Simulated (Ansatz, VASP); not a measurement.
**Pt, level by level in two programs**

```
Pt
1.0
     0.00000    1.98670    1.98670
     1.98670    0.00000    1.98670
     1.98670    1.98670    0.00000
Pt
1
Direct
  0.00000 0.00000 0.00000
```

Change from the starting cell: volume scaled by 1.04.

Single points on this cell with VASP 6.6.1 and Ansatz 0.2.0. Each row is one pair of runs. Alike in all rows: spin: off; k mesh: 12 × 12 × 12; smearing: fermi-dirac, width 0.05 eV; VASP's potentials, cutoff: VASP PAW PBE potentials, release 64 (Pt), 520 eV.

```tsv
level	Ansatz's potentials, cutoff	gap on the k mesh at the Fermi level (eV), VASP	gap on the k mesh at the Fermi level (eV), Ansatz	pressure (GPa), VASP	pressure (GPa), Ansatz
PBE	Ansatz PAW, 420 eV	none	none	-0.9	-0.5
PBE	PseudoDojo standard (PBE files), 1143 eV	none	none	-0.9	-1.0
PBEsol	Ansatz PAW, 420 eV	none	?	-11.0	?
```

Fill in what Ansatz gave in row 3.

gap on the k mesh at the Fermi level (eV): none; pressure (GPa): -10.6.

A gap of «none» marks a metal or a gap that the smearing closes.

Caveats: the PAW data sets were made with another functional, which shifts forces and pressure a little (VASP); the PAW data sets come from PBE, with cores solved anew for the run's functional, which leaves a small shift of forces and pressure (Ansatz).
